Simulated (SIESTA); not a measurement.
Crystal: AgCl (Chlorargyrite).

```
CELL_PARAMETERS angstrom
0.00000 2.73500 2.73500
2.73500 0.00000 2.73500
2.73500 2.73500 0.00000
ATOMIC_POSITIONS crystal
Ag 0.00000 0.00000 0.00000
Cl 0.50000 0.50000 0.50000
```

Base run:

```yaml
Program: SIESTA 5.4.2
Functional: vdW-DF-cx
Potentials_or_basis: PseudoDojo 0.4 standard (PBE files)
Basis: DZP (energy shift 0.003 Ry; two zetas on semicore shells)
Grid_cutoff: 800 Ry
Energy_shift: 0.003 Ry
k_mesh: 8 × 8 × 8
Occupations: fermi-dirac, width 0.05 eV
Spin: no spin polarisation
```

Its results: band gap on the k mesh 1.04 eV, indirect (least direct gap 3.45 eV); pressure 0.6 GPa.

Problem. The run is repeated on the same cell with these changes: functional from vdW-DF-cx to PBE. What comes out?

Solution. Band gap on the k mesh 1.13 eV, indirect (least direct gap 3.52 eV); pressure 4.2 GPa.

Caveats: short orbitals over semicore shells can move pressures by several GPa; the basis of atomic orbitals isn't converged, which shifts pressures, moduli and gaps; the potentials were made for another functional, which shifts forces and pressure (some runs).

Not every run made on this cell is shown here.
